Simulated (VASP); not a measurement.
# TiNi (Pm-3m) in VASP: notebook

Runs on TiNi. Level: LDA. Tasks: single point, relaxation of cell and atoms.

Program: VASP 6.6.1. These are calculated values, not measurements. Logs are shortened: lines on timing, memory, paths and dates and some standing lists are left out, and cuts for length are marked.

## 1. The crystal as given

Symmetry: Pm-3m, No. 221, cubic system. The conventional cell has a = 3.011 Å, b = 3.011 Å, c = 3.011 Å, α = 90.00°, β = 90.00°, γ = 90.00°. Ti (site symmetry m-3m) is surrounded by 8 Ni at 2.61 Å. Ni (site symmetry m-3m) has 8 Ti at 2.61 Å as nearest neighbours.

The cell comes from a database or a generator and needn't be the stable form of this composition.

## 2. Single point, LDA (relaxed again under DFT LDA, scalar-relativistic, plane waves, PAW)

INCAR reads:

```
PREC = Accurate ; ENCUT = 520
EDIFF = 1E-6 ; ISMEAR = 0
SIGMA = 0.1 ; LREAL = F
LASPH = T ; NELM = 80
ALGO = Normal ; ISIF = 2
LWAVE = F ; LCHARG = T
GGA = CA ; LELF = T
LVHAR = T ; NBANDS = 18
```

KPOINTS reads:

```
regular mesh
0
Gamma
  14 14 14
```

POSCAR reads:

```
TiNi
1.0
    2.9383465557      0.0000000000      0.0000000000
    0.0000000000      2.9383465557      0.0000000000
    0.0000000000      0.0000000000      2.9383465557
Ti Ni
1 1
Direct
    0.5000000000      0.5000000000      0.5000000000
    0.0000000000      0.0000000000      0.0000000000
```

Potentials or basis: VASP PAW LDA potentials, release 64 (Ti_sv, Ni).

Command:

```
$ cat potpaw_LDA.64/Ti_sv/POTCAR potpaw_LDA.64/Ni/POTCAR > POTCAR
$ mpirun -np 1 vasp_std > vasp.out
```

OUTCAR:

```text
PREC = Accurate
   ENCUT = 520
   EDIFF = 1E-6
   ISMEAR = 0
   LREAL = F
   LASPH = T
   NELM = 80
   ISIF = 2
   GGA = CA

 ion  position               nearest neighbor table
   1  0.500  0.500  0.500-   2 2.54   2 2.54   2 2.54   2 2.54   2 2.54   2 2.54   2 2.54   2 2.54

   2  0.000  0.000  0.000-   1 2.54   1 2.54   1 2.54   1 2.54   1 2.54   1 2.54   1 2.54   1 2.54

  LATTYP: Found a simple cubic cell.
 ALAT       =     2.9383465557

  Lattice vectors:

 A1 = (   2.9383465557,   0.0000000000,   0.0000000000)
 A2 = (   0.0000000000,   2.9383465557,   0.0000000000)
 A3 = (   0.0000000000,   0.0000000000,   2.9383465557)

Analysis of symmetry for initial positions (statically):
=====================================================================
 Subroutine PRICEL returns:
 Original cell was already a primitive cell.

 Routine SETGRP: Setting up the symmetry group for a
 simple cubic supercell.

 Subroutine GETGRP returns: Found 48 space group operations
 (whereof 48 operations were pure point group operations)
 out of a pool of 48 trial point group operations.

The static configuration has the point symmetry O_h .

Analysis of symmetry for dynamics (positions and initial velocities):
=====================================================================
 Subroutine PRICEL returns:
 Original cell was already a primitive cell.

 Routine SETGRP: Setting up the symmetry group for a
 simple cubic supercell.

 Subroutine GETGRP returns: Found 48 space group operations
 (whereof 48 operations were pure point group operations)
 out of a pool of 48 trial point group operations.

The dynamic configuration has the point symmetry O_h .

 Subroutine INISYM returns: Found 48 space group operations
 (whereof 48 operations are pure point group operations),
 and found     1 'primitive' translations

----------------------------------------------------------------------------------------

                                     Primitive cell

  volume of cell :      25.3693

  direct lattice vectors                    reciprocal lattice vectors
     2.938346556  0.000000000  0.000000000     0.340327453  0.000000000  0.000000000
     0.000000000  2.938346556  0.000000000     0.000000000  0.340327453  0.000000000
     0.000000000  0.000000000  2.938346556     0.000000000  0.000000000  0.340327453

  length of vectors
     2.938346556  2.938346556  2.938346556     0.340327453  0.340327453  0.340327453

  position of ions in fractional coordinates (direct lattice)
     0.500000000  0.500000000  0.500000000
     0.000000000  0.000000000  0.000000000

  ion indices of the primitive-cell ions
   primitive index   ion index
                 1           1
                 2           2

----------------------------------------------------------------------------------------

 KPOINTS: regular mesh

Automatic generation of k-mesh.
 Grid dimensions read from file:
 generate k-points for:   14   14   14

 Generating k-lattice:

  Cartesian coordinates                     Fractional coordinates (reciprocal lattice)
     0.024309104  0.000000000  0.000000000     0.071428571  0.000000000  0.000000000
     0.000000000  0.024309104  0.000000000     0.000000000  0.071428571  0.000000000
     0.000000000  0.000000000  0.024309104     0.000000000  0.000000000  0.071428571

  Length of vectors
     0.024309104  0.024309104  0.024309104

  Shift w.r.t. Gamma in fractional coordinates (k-lattice)
     0.000000000  0.000000000  0.000000000

 Subroutine IBZKPT returns following result:
 ===========================================

 Found    120 irreducible k-points:

 Following reciprocal coordinates:
            Coordinates               Weight
  0.000000  0.000000  0.000000      1.000000
  0.071429  0.000000  0.000000      6.000000
  0.142857  0.000000  0.000000      6.000000
  0.214286  0.000000  0.000000      6.000000
  0.285714  0.000000  0.000000      6.000000
  0.357143  0.000000  0.000000      6.000000
[... 16 lines left out ...]
  0.285714  0.214286  0.000000     24.000000
  0.357143  0.214286  0.000000     24.000000
 [... further k-points ...]
   k-points           NKPTS =    120   k-points in BZ     NKDIM =    120   number of bands    NBANDS=     18
   number of dos      NEDOS =    301   number of ions     NIONS =      2
   total plane-waves  NPLWV =  13824
   dimension x,y,z NGX =    24 NGY =   24 NGZ =   24
   dimension x,y,z NGXF=    48 NGYF=   48 NGZF=   48
   ions per type =               1   1
   NGX,Y,Z   is equivalent  to a cutoff of  13.58, 13.58, 13.58 a.u.
   NGXF,Y,Z  is equivalent  to a cutoff of  27.16, 27.16, 27.16 a.u.
 SYSTEM =  unknown system
   PREC   = accura    normal or accurate (medium, high low for compatibility)
   ISTART =      0    job   : 0-new  1-cont  2-samecut
   ICHARG =      2    charge: 1-file 2-atom 10-const
   ISPIN  =      1    spin polarized calculation?
   LNONCOLLINEAR =      F non collinear calculations
   LSORBIT =      F    spin-orbit coupling
   LASPH  =      T    aspherical Exc in radial PAW
   ENCUT  =  520.0 eV  38.22 Ry    6.18 a.u.   5.46  5.46  5.46*2*pi/ulx,y,z
   NELM   =     80;   NELMIN=  2; NELMDL= -5     # of ELM steps
   EDIFF  = 0.1E-05   stopping-criterion for ELM
   LREAL  =      F    real-space projection
   EDIFFG = 0.1E-04   stopping-criterion for IOM
   NSW    =      0    number of steps for IOM
   IBRION =     -1    ionic relax: 0-MD 1-quasi-New 2-CG
   NFREE  =      0    steps in history (QN), initial steepest desc. (CG)
   ISIF   =      2    stress and relaxation
   ISYM   =      2    0-nonsym 1-usesym 2-fastsym
   POTIM  = 0.5000    time-step for ionic-motion
   TEBEG  =    0.0;   TEEND  =   0.0 temperature during run
   PSTRESS=    0.0 pullay stress
   NELECT =      22.0000    total number of electrons
   NUPDOWN=      -1.0000    fix difference up-down
   EMIN   =  10.00;   EMAX   =-10.00  energy-range for DOS
   EFERMI =   0.00;   METHOD = LEGACY
   ISMEAR =     0;   SIGMA  =   0.10  broadening in eV -4-tet -1-fermi 0-gaus
   EFERMI_NEDOS =   21; number of points for ismear=-14 and -15
   IALGO  =     38    algorithm
   IMIX   =      4    mixing-type and parameters
     AMIX     =   0.40;   BMIX     =  1.00
     AMIX_MAG =   1.60;   BMIX_MAG =  1.00
  volume/ion in A,a.u.               =      12.68        85.60
  Fermi-wavevector in a.u.,A,eV,Ry     =   1.561155  2.950155 33.160189  2.437205
  Thomas-Fermi vector in A             =   2.664262
   LORBIT       =      0    0 simple, 1 ext, 2 COOP (PROOUT), +10 PAW based schemes
   GGA     = CA    functional components
   LHFCALC =     F    Hartree Fock is set to
   AEXX    =    0.0000 exact exchange contribution
   IVDW    =     0    specifies the selected vdW correction
   LEPSILON=     F    determine dielectric tensor
   LRPA    =     F    only Hartree local field effects (RPA)
 non-spin polarized calculation
 Gauss-broadening in eV      SIGMA  =   0.10
  energy-cutoff  :      520.00
  volume of cell :       25.37
 maximum number of plane-waves:       707
 NGX is ok and might be reduce to    24
   NGX = 11   NGY = 11   NGZ = 11

 number of electron      21.9999994 magnetization

 Free energy of the ion-electron system (eV)
  ---------------------------------------------------
  ext. energy  EPLUGINS =         0.00000000
  ---------------------------------------------------
  free energy    TOTEN  =       -15.88968571 eV

  energy without entropy =      -15.87490584  energy(sigma->0) =      -15.88229577

 E-fermi :  10.0102     XC(G=0): -13.0979

 val. band max:        9.9935734893   @ k =   0.3571   0.0714   0.0714
 cond. band min:      10.0163395193   @ k =   0.3571   0.0714   0.0000
 fundamental gap:      0.0227660300
 Fermi energy:        10.0102064745

 k-point     1 :       0.0000    0.0000    0.0000
  band No.  band energies     occupation
      1     -46.3713      2.00000
      2     -22.8299      2.00000
      3     -22.8299      2.00000
      4     -22.8299      2.00000
      5       2.0381      2.00000
      6       5.8373      2.00000
[... 10 lines left out ...]
     17      19.0632      0.00000
     18      19.0632      0.00000

 k-point     2 :       0.0714    0.0000    0.0000
  band No.  band energies     occupation
      1     -46.3692      2.00000
      2     -22.8485      2.00000
      3     -22.8285      2.00000
      4     -22.8285      2.00000
      5       2.1432      2.00000
      6       5.8801      2.00000
[... 10 lines left out ...]
     17      19.3118      0.00000
     18      19.3118      0.00000

 k-point     3 :       0.1429    0.0000    0.0000
  band No.  band energies     occupation
      1     -46.3635      2.00000
      2     -22.9002      2.00000
      3     -22.8247      2.00000
      4     -22.8247      2.00000
      5       2.4527      2.00000
      6       6.0057      2.00000
[... 10 lines left out ...]
     17      19.9904      0.00000
     18      19.9904      0.00000

 k-point     4 :       0.2143    0.0000    0.0000
  band No.  band energies     occupation
      1     -46.3553      2.00000
      2     -22.9742      2.00000
      3     -22.8191      2.00000
      4     -22.8191      2.00000
      5       2.9490      2.00000
      6       6.1915      2.00000
[... 375 lines left out ...]
      4     -22.8074      2.00000
      5       3.7413      2.00000
      6       6.3527      2.00000
[... 10 lines left out ...]
     17      18.5448      0.00000
     18      22.2892      0.00000

 k-point    23 :       0.2857    0.2143    0.0000
  band No.  band energies     occupation
      1     -46.3310      2.00000
      2     -23.0380      2.00000
      3     -22.9490      2.00000
      4     -22.8007      2.00000
      5       4.2790      2.00000
      6       6.4095      2.00000
[... 10 lines left out ...]
     17      18.9481      0.00000
     18      23.1867      0.00000

 k-point    24 :       0.3571    0.2143    0.0000
  band No.  band energies     occupation
      1     -46.3230      2.00000
      2     -23.1077      2.00000
      3     -22.9413      2.00000
      4     -22.7946      2.00000
      5       4.8600      2.00000
      6       6.4002      2.00000
[... 10 lines left out ...]
     17      19.7038      0.00000
     18      23.9309      0.00000

 [... further k-points ...]

------------------------ aborting loop because EDIFF is reached ----------------------------------------

  FORCE on cell =-STRESS in cart. coord.  units (eV):
  Direction    XX          YY          ZZ          XY          YZ          ZX
  --------------------------------------------------------------------------------------
  -------------------------------------------------------------------------------------
  Total       -0.0105496     -0.0105496     -0.0105496     -0.0000000     -0.0000000      0.0000000
  in kB       -0.6662477     -0.6662477     -0.6662477     -0.0000000     -0.0000000      0.0000000
  external PRESSURE =      -0.6662477 kB  Pullay stress =       0.0000000 kB

 VOLUME and BASIS-vectors are now :
 -----------------------------------------------------------------------------
  energy-cutoff  :      520.00
  volume of cell :       25.37
      direct lattice vectors                 reciprocal lattice vectors
     2.938346556  0.000000000  0.000000000     0.340327453  0.000000000  0.000000000
     0.000000000  2.938346556  0.000000000     0.000000000  0.340327453  0.000000000
     0.000000000  0.000000000  2.938346556     0.000000000  0.000000000  0.340327453

 POSITION                                       TOTAL-FORCE (eV/Angst)
 -----------------------------------------------------------------------------------
      1.46917      1.46917      1.46917         0.000000      0.000000      0.000000
      0.00000      0.00000      0.00000         0.000000      0.000000      0.000000
 -----------------------------------------------------------------------------------
    total drift:                                0.000000      0.000000     -0.000000

  FREE ENERGIE OF THE ION-ELECTRON SYSTEM (eV)
  ---------------------------------------------------
  free  energy   TOTEN  =       -15.8896857086 eV

  energy  without entropy=      -15.8749058389  energy(sigma->0) =      -15.88229577
```

Run time: 61 s. Hardware: 1 thread of Intel Xeon Platinum 8259CL at 2.50GHz (Skylake/Cascade Lake), shared host; peak memory 0.16 GiB.

Results:

```yaml
Free_energy: -15.8897 eV
Pressure: -0.1 GPa
Band_gap_on_the_k_mesh: none (metal or under the smearing width)
```

(Part 1 of 2 ends here.)
